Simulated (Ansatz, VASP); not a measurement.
**CuAu in VASP and in Ansatz**

```
Au Cu
1.0
     2.77276    0.00000    0.00000
     0.00000    2.77276    0.00000
     0.00000    0.00000    3.63520
Au Cu
1 1
Direct
  0.00000 0.00000 0.00000
  0.50000 0.50000 0.50000
```

Change from the starting cell: volume scaled by 0.96.

Alike in both runs: task single point; functional PBE; k mesh 9 × 9 × 7; occupations fermi-dirac, width 0.05 eV; no spin polarisation.

|  | VASP | Ansatz |
| --- | --- | --- |
| version | VASP 6.6.1 | Ansatz 0.2.0 |
| potentials or method | VASP PAW PBE potentials, release 64 (Au, Cu) | Ansatz PAW |
| plane-wave cutoff (eV) | 520 | 420 |
| valence electrons in the cell | 22 | 38 |

```tsv
	VASP	Ansatz	Ansatz less VASP
gap on the k mesh at the Fermi level (eV)	none	none	-
pressure (GPa)	12.1	12.1	+0.05
largest component of the traceless stress (GPa)	0.79	0.84	+0.050
```

A gap of «none» marks a metal or a gap that the smearing closes. The functional is the same, so the differences come from potentials, cutoffs and numerics. The two sets of potentials don't hold the same shells in valence.

Spin-orbit coupling is left out, which matters for the levels of Au.
